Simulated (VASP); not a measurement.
# SnSe (Pnma) in VASP: band structure with PBE

Aim: the band structure of SnSe with PBE.

Program: VASP 6.6.1. These are calculated values, not measurements. Logs are shortened: lines on timing, memory, paths and dates and some standing lists are left out, and cuts for length are marked.

**Experimental background.**

From “Linear dichroism of the optical properties of SnS and SnSe van der Waals crystals”, 2024, arxiv:2409.17412, for a bulk crystal of SnSe at 20 K: band gap 0.99 eV (indirect).

The runs below are set against these values where they give the same quantity.

## 1. Starting point

Symmetry: Pnma, No. 62, orthorhombic system. The conventional cell has a = 11.502 Å, b = 4.153 Å, c = 4.443 Å, α = 90.00°, β = 90.00°, γ = 90.00°. Around Sn (site symmetry m) lie 3 Se at 2.71 to 2.82 Å. Se (site symmetry m) has 3 Sn at 2.71 to 2.82 Å as nearest neighbours.

## 2. Band structure, PBE

POSCAR

```
SnSe
1.0
   11.5022000000      0.0000000000      0.0000000000
    0.0000000000      4.1526000000      0.0000000000
    0.0000000000      0.0000000000      4.4432000000
Sn Se
4 4
Direct
    0.1230000000      0.2500000000      0.0910000000
    0.3770000000      0.7500000000      0.5910000000
    0.6230000000      0.2500000000      0.4090000000
    0.8770000000      0.7500000000      0.9090000000
    0.3570000000      0.2500000000      0.0160000000
    0.1430000000      0.7500000000      0.5160000000
    0.8570000000      0.2500000000      0.4840000000
    0.6430000000      0.7500000000      0.9840000000
```

INCAR.step1

```
SYSTEM = SnSe
PREC     = Accurate       ! precision mode
ENCUT    = 520            ! plane-wave cutoff, eV
EDIFF    = 1E-7           ! SCF threshold, eV
ISMEAR   = 0              ! smearing method
SIGMA    = 0.02           ! smearing width, eV
LREAL    = .False.        ! projectors in reciprocal space
LASPH    = .True.         ! aspherical terms in the spheres
NELM     = 60             ! most SCF steps
ALGO     = Normal         ! electronic algorithm
ISIF     = 2              ! what is computed and relaxed
LWAVE    = .False.        ! write WAVECAR
LCHARG   = .True.         ! write CHGCAR
GGA      = PE             ! functional
NBANDS   = 50             ! bands
```

KPOINTS.step1

```
regular mesh
0
Gamma
  4 8 6
  0 0 0
```

INCAR.step2

```
SYSTEM = SnSe
PREC     = Accurate       ! precision mode
ENCUT    = 520            ! plane-wave cutoff, eV
EDIFF    = 1E-7           ! SCF threshold, eV
ISMEAR   = 0              ! smearing method
SIGMA    = 0.05           ! smearing width, eV
LREAL    = .False.        ! projectors in reciprocal space
LASPH    = .True.         ! aspherical terms in the spheres
NELM     = 60             ! most SCF steps
ALGO     = Normal         ! electronic algorithm
ISIF     = 2              ! what is computed and relaxed
LWAVE    = .False.        ! write WAVECAR
LCHARG   = .False.        ! write CHGCAR
GGA      = PE             ! functional
NBANDS   = 50             ! bands
ICHARG   = 11             ! starting density
```

KPOINTS.step2

```
path GXSYGZURTZ,YT,UX,SR
15
line-mode
reciprocal
 0.0000000000  0.0000000000  0.0000000000  G
 0.0000000000  0.5000000000  0.0000000000  X

 0.0000000000  0.5000000000  0.0000000000  X
 0.0000000000  0.5000000000  0.5000000000  S

 0.0000000000  0.5000000000  0.5000000000  S
 0.0000000000  0.0000000000  0.5000000000  Y

 0.0000000000  0.0000000000  0.5000000000  Y
 0.0000000000  0.0000000000  0.0000000000  G

 0.0000000000  0.0000000000  0.0000000000  G
 0.5000000000  0.0000000000  0.0000000000  Z

 0.5000000000  0.0000000000  0.0000000000  Z
 0.5000000000  0.5000000000  0.0000000000  U

 0.5000000000  0.5000000000  0.0000000000  U
 0.5000000000  0.5000000000  0.5000000000  R

 0.5000000000  0.5000000000  0.5000000000  R
 0.5000000000  0.0000000000  0.5000000000  T

 0.5000000000  0.0000000000  0.5000000000  T
 0.5000000000  0.0000000000  0.0000000000  Z

 0.0000000000  0.0000000000  0.5000000000  Y
 0.5000000000  0.0000000000  0.5000000000  T

 0.5000000000  0.5000000000  0.0000000000  U
 0.0000000000  0.5000000000  0.0000000000  X

 0.0000000000  0.5000000000  0.5000000000  S
 0.5000000000  0.5000000000  0.5000000000  R
```

Potentials or basis: VASP PAW PBE potentials, release 64 (Sn_d, Se).

On the command line:

```
> cat potpaw_PBE.64/Sn_d/POTCAR potpaw_PBE.64/Se/POTCAR > POTCAR
> cp INCAR.step1 INCAR
> cp KPOINTS.step1 KPOINTS
> mpirun -np 1 vasp_std > vasp.out
> cp INCAR.step2 INCAR
> cp KPOINTS.step2 KPOINTS
> mpirun -np 1 vasp_std > vasp.out
```

OUTCAR:

```text
SYSTEM = SnSe
   PREC = Accurate
   ENCUT = 520
   EDIFF = 1E-7
   ISMEAR = 0
   LREAL = .False.
   LASPH = .True.
   NELM = 60
   ISIF = 2
   GGA = PE
   ICHARG = 11

 ion  position               nearest neighbor table
   1  0.123  0.250  0.091-   5 2.71   6 2.82   6 2.82   4 3.60   4 3.60
   2  0.377  0.750  0.591-   6 2.71   5 2.82   5 2.82   3 3.60   3 3.60
   3  0.623  0.250  0.409-   7 2.71   8 2.82   8 2.82   2 3.60   2 3.60
   4  0.877  0.750  0.909-   8 2.71   7 2.82   7 2.82   1 3.60   1 3.60
   5  0.357  0.250  0.016-   1 2.71   2 2.82   2 2.82
   6  0.143  0.750  0.516-   2 2.71   1 2.82   1 2.82
   7  0.857  0.250  0.484-   3 2.71   4 2.82   4 2.82
   8  0.643  0.750  0.984-   4 2.71   3 2.82   3 2.82

  LATTYP: Found a simple orthorhombic cell.
 ALAT       =     4.1526000000
 B/A-ratio  =     1.0699802533
 C/A-ratio  =     2.7698791119

  Lattice vectors:

 A1 = (   0.0000000000,   4.1526000000,   0.0000000000)
 A2 = (   0.0000000000,   0.0000000000,   4.4432000000)
 A3 = (  11.5022000000,   0.0000000000,   0.0000000000)

Analysis of symmetry for initial positions (statically):
=====================================================================
 Subroutine PRICEL returns:
 Original cell was already a primitive cell.

 Routine SETGRP: Setting up the symmetry group for a
 simple orthorhombic supercell.

 Subroutine GETGRP returns: Found  8 space group operations
 (whereof  2 operations were pure point group operations)
 out of a pool of  8 trial point group operations.

The static configuration has the point symmetry S_2 .
 The point group associated with its full space group is D_2h.

Analysis of symmetry for dynamics (positions and initial velocities):
=====================================================================
 Subroutine PRICEL returns:
 Original cell was already a primitive cell.

 Routine SETGRP: Setting up the symmetry group for a
 simple orthorhombic supercell.

 Subroutine GETGRP returns: Found  8 space group operations
 (whereof  2 operations were pure point group operations)
 out of a pool of  8 trial point group operations.

The dynamic configuration has the point symmetry S_2 .
 The point group associated with its full space group is D_2h.

 Subroutine INISYM returns: Found  8 space group operations
 (whereof  2 operations are pure point group operations),
 and found     1 'primitive' translations

----------------------------------------------------------------------------------------

                                     Primitive cell

  volume of cell :     212.2252

  direct lattice vectors                    reciprocal lattice vectors
    11.502200000  0.000000000  0.000000000     0.086939890  0.000000000  0.000000000
     0.000000000  4.152600000  0.000000000     0.000000000  0.240812985  0.000000000
     0.000000000  0.000000000  4.443200000     0.000000000  0.000000000  0.225063018

  length of vectors
    11.502200000  4.152600000  4.443200000     0.086939890  0.240812985  0.225063018

  position of ions in fractional coordinates (direct lattice)
     0.123000000  0.250000000  0.091000000
     0.377000000  0.750000000  0.591000000
     0.623000000  0.250000000  0.409000000
     0.877000000  0.750000000  0.909000000
     0.357000000  0.250000000  0.016000000
     0.143000000  0.750000000  0.516000000
     0.857000000  0.250000000  0.484000000
     0.643000000  0.750000000  0.984000000

  ion indices of the primitive-cell ions
   primitive index   ion index
                 1           1
                 2           2
                 3           3
                 4           4
                 5           5
                 6           6
                 7           7
                 8           8

----------------------------------------------------------------------------------------

 KPOINTS: path GXSYGZURTZ,YT,UX,SR

Interpolating k-points between supplied coordinates.

 Line segments in fractional coordinates (reciprocal lattice):
    0.000000  0.000000  0.000000  ...  0.000000  0.500000  0.000000
    0.000000  0.500000  0.000000  ...  0.000000  0.500000  0.500000
    0.000000  0.500000  0.500000  ...  0.000000  0.000000  0.500000
    0.000000  0.000000  0.500000  ...  0.000000  0.000000  0.000000
    0.000000  0.000000  0.000000  ...  0.500000  0.000000  0.000000
    0.500000  0.000000  0.000000  ...  0.500000  0.500000  0.000000
    0.500000  0.500000  0.000000  ...  0.500000  0.500000  0.500000
    0.500000  0.500000  0.500000  ...  0.500000  0.000000  0.500000
    0.500000  0.000000  0.500000  ...  0.500000  0.000000  0.000000
    0.000000  0.000000  0.500000  ...  0.500000  0.000000  0.500000
    0.500000  0.500000  0.000000  ...  0.000000  0.500000  0.000000
    0.000000  0.500000  0.500000  ...  0.500000  0.500000  0.500000

 Generated    15 points on each line segment, for a total of    180 k-points:

 Following reciprocal coordinates:
            Coordinates               Weight
  0.000000  0.000000  0.000000      0.005556
  0.000000  0.035714  0.000000      0.005556
  0.000000  0.071429  0.000000      0.005556
  0.000000  0.107143  0.000000      0.005556
  0.000000  0.142857  0.000000      0.005556
  0.000000  0.178571  0.000000      0.005556
[... 16 lines left out ...]
  0.000000  0.500000  0.250000      0.005556
  0.000000  0.500000  0.285714      0.005556
 [... further k-points ...]
   k-points           NKPTS =    180   k-points in BZ     NKDIM =    180   number of bands    NBANDS=     50
   number of dos      NEDOS =    301   number of ions     NIONS =      8
   total plane-waves  NPLWV = 103680
   dimension x,y,z NGX =    90 NGY =   32 NGZ =   36
   dimension x,y,z NGXF=   180 NGYF=   64 NGZF=   72
   ions per type =               4   4
   NGX,Y,Z   is equivalent  to a cutoff of  13.01, 12.81, 13.47 a.u.
   NGXF,Y,Z  is equivalent  to a cutoff of  26.02, 25.62, 26.94 a.u.
 SYSTEM =  SnSe
   PREC   = accura    normal or accurate (medium, high low for compatibility)
   ISTART =      0    job   : 0-new  1-cont  2-samecut
   ICHARG =     11    charge: 1-file 2-atom 10-const
   ISPIN  =      1    spin polarized calculation?
   LNONCOLLINEAR =      F non collinear calculations
   LSORBIT =      F    spin-orbit coupling
   LASPH  =      T    aspherical Exc in radial PAW
   ENCUT  =  520.0 eV  38.22 Ry    6.18 a.u.  21.39  7.72  8.26*2*pi/ulx,y,z
   NELM   =     60;   NELMIN=  2; NELMDL=  0     # of ELM steps
   EDIFF  = 0.1E-06   stopping-criterion for ELM
   LREAL  =      F    real-space projection
   EDIFFG = 0.1E-05   stopping-criterion for IOM
   NSW    =      0    number of steps for IOM
   IBRION =     -1    ionic relax: 0-MD 1-quasi-New 2-CG
   NFREE  =      0    steps in history (QN), initial steepest desc. (CG)
   ISIF   =      2    stress and relaxation
   ISYM   =      2    0-nonsym 1-usesym 2-fastsym
   POTIM  = 0.5000    time-step for ionic-motion
   TEBEG  =    0.0;   TEEND  =   0.0 temperature during run
   PSTRESS=    0.0 pullay stress
   NELECT =      80.0000    total number of electrons
   NUPDOWN=      -1.0000    fix difference up-down
   EMIN   =  10.00;   EMAX   =-10.00  energy-range for DOS
   EFERMI =   0.00;   METHOD = LEGACY
   ISMEAR =     0;   SIGMA  =   0.05  broadening in eV -4-tet -1-fermi 0-gaus
   EFERMI_NEDOS =   21; number of points for ismear=-14 and -15
   IALGO  =     38    algorithm
   IMIX   =      4    mixing-type and parameters
     AMIX     =   0.40;   BMIX     =  1.00
     AMIX_MAG =   1.60;   BMIX_MAG =  1.00
  volume/ion in A,a.u.               =      26.53       179.02
  Fermi-wavevector in a.u.,A,eV,Ry     =   1.182604  2.234797 19.028446  1.398551
  Thomas-Fermi vector in A             =   2.318854
   LORBIT       =      0    0 simple, 1 ext, 2 COOP (PROOUT), +10 PAW based schemes
   GGA     = PE    functional components
   LHFCALC =     F    Hartree Fock is set to
   AEXX    =    0.0000 exact exchange contribution
   IVDW    =     0    specifies the selected vdW correction
   LEPSILON=     F    determine dielectric tensor
   LRPA    =     F    only Hartree local field effects (RPA)
 non-spin polarized calculation
 Gauss-broadening in eV      SIGMA  =   0.05
  energy-cutoff  :      520.00
  volume of cell :      212.23
 maximum number of plane-waves:      5759
 NGX is ok and might be reduce to    90

 number of electron      79.9999998 magnetization

 Free energy of the ion-electron system (eV)
  ---------------------------------------------------
  ext. energy  EPLUGINS =         0.00000000
  ---------------------------------------------------
  free energy    TOTEN  =       -32.28450761 eV

  energy without entropy =      -32.28450761  energy(sigma->0) =      -32.28450761

 E-fermi :   5.8206     XC(G=0):  -9.7301

 val. band max:        5.5710235790   @ k =   0.0000   0.0000   0.3571
 cond. band min:       6.0670042614   @ k =   0.0000   0.3214   0.0000
 fundamental gap:      0.4959806824
 Fermi energy:         5.8205866968

 k-point     1 :       0.0000    0.0000    0.0000
  band No.  band energies     occupation
      1     -15.8213      2.00000
      2     -15.8089      2.00000
      3     -15.8066      2.00000
      4     -15.8064      2.00000
      5     -15.8025      2.00000
      6     -15.8015      2.00000
[... 42 lines left out ...]
     49      10.2390      0.00000
     50      10.2702      0.00000

 k-point     2 :       0.0000    0.0357    0.0000
  band No.  band energies     occupation
      1     -15.8210      2.00000
      2     -15.8087      2.00000
      3     -15.8067      2.00000
      4     -15.8062      2.00000
      5     -15.8024      2.00000
      6     -15.8018      2.00000
[... 1158 lines left out ...]
 k-point    24 :       0.0000    0.5000    0.2857
  band No.  band energies     occupation
      1     -15.8255      2.00000
      2     -15.8255      2.00000
      3     -15.8205      2.00000
      4     -15.8205      2.00000
      5     -15.7912      2.00000
      6     -15.7912      2.00000
[... 42 lines left out ...]
     49      10.0690      0.00000
     50      10.0691      0.00000

 [... further k-points ...]

------------------------ aborting loop because EDIFF is reached ----------------------------------------

  FORCE on cell =-STRESS in cart. coord.  units (eV):
  Direction    XX          YY          ZZ          XY          YZ          ZX
  --------------------------------------------------------------------------------------
  -------------------------------------------------------------------------------------
  Total        0.4119229      5.2658531      3.2415407      0.0000000      0.0000000      0.0000000
  in kB        3.1097795     39.7541474     24.4717590      0.0000000      0.0000000      0.0000000
  external PRESSURE =      22.4452286 kB  Pullay stress =       0.0000000 kB

 VOLUME and BASIS-vectors are now :
 -----------------------------------------------------------------------------
  energy-cutoff  :      520.00
  volume of cell :      212.23
      direct lattice vectors                 reciprocal lattice vectors
    11.502200000  0.000000000  0.000000000     0.086939890  0.000000000  0.000000000
     0.000000000  4.152600000  0.000000000     0.000000000  0.240812985  0.000000000
     0.000000000  0.000000000  4.443200000     0.000000000  0.000000000  0.225063018

 POSITION                                       TOTAL-FORCE (eV/Angst)
 -----------------------------------------------------------------------------------
      1.41477      1.03815      0.40433        -0.150658     -0.000000      0.123391
      4.33633      3.11445      2.62593         0.150658      0.000000      0.123391
      7.16587      1.03815      1.81727        -0.150658      0.000000     -0.123391
     10.08743      3.11445      4.03887         0.150658      0.000000     -0.123391
      4.10629      1.03815      0.07109        -0.028106      0.000000     -0.140751
      1.64481      3.11445      2.29269         0.028106      0.000000     -0.140751
      9.85739      1.03815      2.15051        -0.028106     -0.000000      0.140751
      7.39591      3.11445      4.37211         0.028106      0.000000      0.140751
 -----------------------------------------------------------------------------------
    total drift:                                0.000000     -0.000000      0.000000

  FREE ENERGIE OF THE ION-ELECTRON SYSTEM (eV)
  ---------------------------------------------------
  free  energy   TOTEN  =       -32.2845076061 eV

  energy  without entropy=      -32.2845076061  energy(sigma->0) =      -32.28450761
```

Run time: 19 min. Hardware: 1 thread of AMD EPYC 9R45 (Zen 5), shared host; peak memory 1.3 GiB.

What came out:

```yaml
Band_gap_on_the_k_mesh: 0.64 eV, indirect (least direct gap 0.92 eV)
Band_gap_along_the_path: 0.50 eV, indirect (least direct gap 0.63 eV)
```

Levels at the corners of the path, in eV from the valence-band top:
| point | band 37 | band 38 | band 39 | band 40 | band 41 | band 42 | band 43 | band 44 |
| --- | --- | --- | --- | --- | --- | --- | --- | --- |
| Γ | -1.62 | -1.32 | -0.82 | -0.55 | 0.66 | 2.98 | 3.02 | 3.03 |
| X | -1.06 | -1.06 | -0.76 | -0.76 | 0.87 | 0.87 | 1.34 | 1.34 |
| X | -1.06 | -1.06 | -0.76 | -0.76 | 0.87 | 0.87 | 1.34 | 1.34 |
| S | -2.29 | -2.29 | -1.58 | -1.58 | 2.77 | 2.77 | 3.05 | 3.05 |
| S | -2.29 | -2.29 | -1.58 | -1.58 | 2.77 | 2.77 | 3.05 | 3.05 |
| Y | -0.79 | -0.79 | -0.27 | -0.27 | 1.27 | 1.27 | 1.63 | 1.63 |
| Y | -0.79 | -0.79 | -0.27 | -0.27 | 1.27 | 1.27 | 1.63 | 1.63 |
| Γ | -1.62 | -1.32 | -0.82 | -0.55 | 0.66 | 2.98 | 3.02 | 3.03 |
| Γ | -1.62 | -1.32 | -0.82 | -0.55 | 0.66 | 2.98 | 3.02 | 3.03 |
| Z | -1.89 | -1.89 | -0.65 | -0.65 | 2.59 | 2.59 | 2.73 | 2.73 |
| Z | -1.89 | -1.89 | -0.65 | -0.65 | 2.59 | 2.59 | 2.73 | 2.73 |
| U | -1.02 | -1.02 | -1.02 | -1.02 | 1.35 | 1.35 | 1.35 | 1.35 |
| U | -1.02 | -1.02 | -1.02 | -1.02 | 1.35 | 1.35 | 1.35 | 1.35 |
| R | -1.62 | -1.62 | -1.62 | -1.62 | 2.52 | 2.52 | 2.52 | 2.52 |
| R | -1.62 | -1.62 | -1.62 | -1.62 | 2.52 | 2.52 | 2.52 | 2.52 |
| T | -0.52 | -0.52 | -0.24 | -0.24 | 1.24 | 1.24 | 1.59 | 1.59 |
| T | -0.52 | -0.52 | -0.24 | -0.24 | 1.24 | 1.24 | 1.59 | 1.59 |
| Z | -1.89 | -1.89 | -0.65 | -0.65 | 2.59 | 2.59 | 2.73 | 2.73 |
| Y | -0.79 | -0.79 | -0.27 | -0.27 | 1.27 | 1.27 | 1.63 | 1.63 |
| T | -0.52 | -0.52 | -0.24 | -0.24 | 1.24 | 1.24 | 1.59 | 1.59 |
| U | -1.02 | -1.02 | -1.02 | -1.02 | 1.35 | 1.35 | 1.35 | 1.35 |
| X | -1.06 | -1.06 | -0.76 | -0.76 | 0.87 | 0.87 | 1.34 | 1.34 |
| S | -2.29 | -2.29 | -1.58 | -1.58 | 2.77 | 2.77 | 3.05 | 3.05 |
| R | -1.62 | -1.62 | -1.62 | -1.62 | 2.52 | 2.52 | 2.52 | 2.52 |

Caveat: the log is that of the step along the path at fixed density, whose energy, stress, charges and moments have no meaning; spin-orbit coupling is left out, which moves the levels of the heavy elements; the mesh misses the band edges, which the band path finds closer together.

## 3. How close it comes

Step 2. A measured gap of SnSe is 0.99 eV (indirect; 20 K; “Linear dichroism of the optical properties of SnS and SnSe van der Waals crystals”, 2024, arxiv:2409.17412); the calculated 0.50 eV misses it by -0.49 eV. 2 values of this kind are on record (0.89 to 0.99 eV); this one was drawn at random. Spin-orbit coupling on Se, Sn is left out. The value is that of PBE, without temperature or zero-point motion. Semilocal functionals fall short of measured gaps as a rule.
